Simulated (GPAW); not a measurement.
Co:

```
CELL_PARAMETERS angstrom
2.47200 0.00000 0.00000
-1.23600 2.14081 0.00000
0.00000 0.00000 4.02114
ATOMIC_POSITIONS crystal
Co 0.66667 0.33333 0.75000
Co 0.33333 0.66667 0.25000
```

| Item | Value |
| --- | --- |
| Program | GPAW 26.7.0 |
| Task | relaxation of cell and atoms |
| Functional | PBEsol |
| Potentials or basis | PAW data sets generated in the run's folder for this functional |
| Cutoff | 600 eV |
| Basis | pw |
| k mesh | 9 × 9 × 5 |
| Occupations | fermi-dirac, width 0.05 eV |
| Spin | collinear spin, ferromagnetic start |
| Starting moments | [2.0, 2.0] μB |

At the start: pressure -6.4 GPa; volume 10.64 Å³/atom.

Problem. Where does the relaxation end?

Solution. Over 6 steps the energy falls by 3.0 meV/atom and the volume is 10.37 Å³/atom (-2.6 %); space group P6_3/mmc (No. 194, to 0.05 Å); moment 3.05 μB per cell.

Step by step:
```tsv
step	energy change (eV)	largest force (eV/Å)	pressure (GPa)	volume (Å³)
1	0.0000	0.0001	-6.39	21.28
2	-0.0046	0.0000	-4.27	21.09
3	-0.0057	0.0000	0.20	20.71
4	-0.0059	0.0000	0.02	20.73
5	-0.0060	0.0000	-0.10	20.74
6	-0.0061	0.0000	-0.08	20.73
```

Final structure:
```xyz
2
Lattice="2.4536 0.0000 0.0000 -1.2268 2.1248 0.0000 0.0000 0.0000 3.9771" Properties=species:S:1:pos:R:3 pbc="T T T"
Co    1.2268    0.7083    2.9828
Co    0.0000    1.4166    0.9943
```

Caveat: each step starts from the last one's moments, so a moment once lost doesn't come back; later steps reuse the first step's grids.
